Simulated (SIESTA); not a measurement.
# Te2Pt (Moncheite) under changes of volume

One of the cells (24.626 Å³/atom); the others are scaled copies at fixed shape and fractional positions:

```xyz
3
Lattice="4.0366 0.0000 0.0000 -2.0183 3.4958 0.0000 0.0000 0.0000 5.2354" Properties=species:S:1:pos:R:3 pbc="T T T"
Pt    0.0000    0.0000    0.0000
Te    2.0183    1.1653    3.9266
Te    0.0000    2.3305    1.3089
```

```yaml
Program: SIESTA 5.4.2
Functional: PBE
Potentials_or_basis: PseudoDojo 0.4 standard (PBE files)
Basis: DZP (energy shift 0.003 Ry; two zetas on semicore shells)
Grid_cutoff: 800 Ry
Energy_shift: 0.003 Ry
k_mesh: 8 × 8 × 5
Occupations: fermi-dirac, width 0.05 eV
Spin: no spin polarisation
```

| volume (Å³/atom) | energy over the lowest point (meV/atom) | pressure (GPa) | largest force (eV/Å) |
| --- | --- | --- | --- |
| 22.694 | 222.01 | 22.4 | 2.609 |
| 23.177 | 161.14 | 18.2 | 2.227 |
| 23.660 | 111.31 | 15.0 | 1.898 |
| 24.626 | ? | ? | ? |
| 25.108 | 15.92 | 6.6 | 1.045 |
| 25.591 | 0.00 | 4.2 | 0.814 |

**Question.** What does the run at 24.626 Å³/atom give?

**Answer.** Energy over the lowest point 39.49 meV/atom; pressure 9.0 GPa; largest force 1.321 eV/Å.

Worked out: A Birch-Murnaghan fit of order 3 (a polynomial in V^(-2/3)) to the other rows has no minimum within the range. It gives 39.33 meV/atom at 24.626 Å³/atom, against the run's 39.49, and -dE/dV = 9.1 GPa, against 9.0.

Energies are extrapolated to zero smearing.

Caveats: short orbitals over semicore shells can move pressures by several GPa; the basis of atomic orbitals isn't converged, which shifts pressures, moduli and gaps; forces of over 1 eV/Å show positions far from the minimum, so gaps and moduli don't describe the material at rest (some runs).
